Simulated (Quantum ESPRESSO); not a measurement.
The system is ZrSe2.

```
Zr Se
1.0
     3.79800    0.00000    0.00000
    -1.89900    3.28916    0.00000
     0.00000    0.00000    6.19200
Zr Se
1 2
Direct
  0.00000 0.00000 0.00000
  0.66667 0.33333 0.75000
  0.33333 0.66667 0.25000
```

Base run:

| Quantity | Value |
| --- | --- |
| Program | Quantum ESPRESSO 7.5 |
| Functional | PBEsol |
| Potentials or basis | SSSP 1.3 efficiency PBE |
| Cutoff | 748 eV |
| Density cutoff | 5987 eV |
| k mesh | 8 × 8 × 5 |
| Occupations | fermi-dirac, width 0.05 eV |
| Spin | no spin polarisation |
| Hubbard terms | Zr d U = 2 eV |

Its results: band gap on the k mesh 0.64 eV, indirect (least direct gap 1.31 eV); pressure 0.6 GPa; largest force 0.237 eV/Å.

After a change of settings the same cell gave: band gap on the k mesh 0.82 eV, indirect (least direct gap 1.50 eV); pressure 1.5 GPa; largest force 0.312 eV/Å. Which change was it?
A. hubbard terms from Zr d U = 2 eV to none
B. hubbard terms from Zr d U = 2 eV to Zr d U = 3 eV
C. hubbard terms from Zr d U = 2 eV to Zr d U = 6 eV

B.

Caveats: the potentials were made for another functional, which shifts forces and pressure; an odd mesh through Γ misses points on the zone boundary, where band edges often lie; this functional lacks dispersion, which binds the layers, so the pressure and a relaxed spacing across them are unreliable.
